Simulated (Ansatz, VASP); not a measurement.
# Two plane-wave programs on BP2

```xyz
3
Lattice="4.0326 0.0000 0.0000 0.0000 4.0326 0.0000 0.0000 0.0000 2.4323" Properties=species:S:1:pos:R:3 pbc="T T T"
B     2.0163    2.0163    0.0000
P     0.0000    2.0163    0.0000
P     2.0163    0.0000    0.0000
```

Alike in both runs: functional PBE; k mesh 6 × 6 × 4; occupations gaussian, width 0.1 eV; no spin polarisation.

Ansatz relaxed the structure, and its values are those at the end. VASP's run is a single point on that final structure, the one shown.

|  | VASP | Ansatz |
| --- | --- | --- |
| version | VASP 6.6.1 | Ansatz 0.2.0 |
| potentials or method | VASP PAW PBE potentials, release 64 (B, P) | scalar-relativistic, plane waves, PAW |
| plane-wave cutoff (eV) | 520 | 420 |
| valence electrons in the cell | 13 | 13 |

```csv
,VASP,Ansatz,Ansatz less VASP
gap on the k mesh at the Fermi level (eV),none,none,-
pressure (GPa),-0.2,0.0,+0.20
```

A gap of «none» marks a metal or a gap that the smearing closes.

Caveats: the k mesh is coarse (spacing up to 0.65 Å⁻¹), so the values aren't converged.
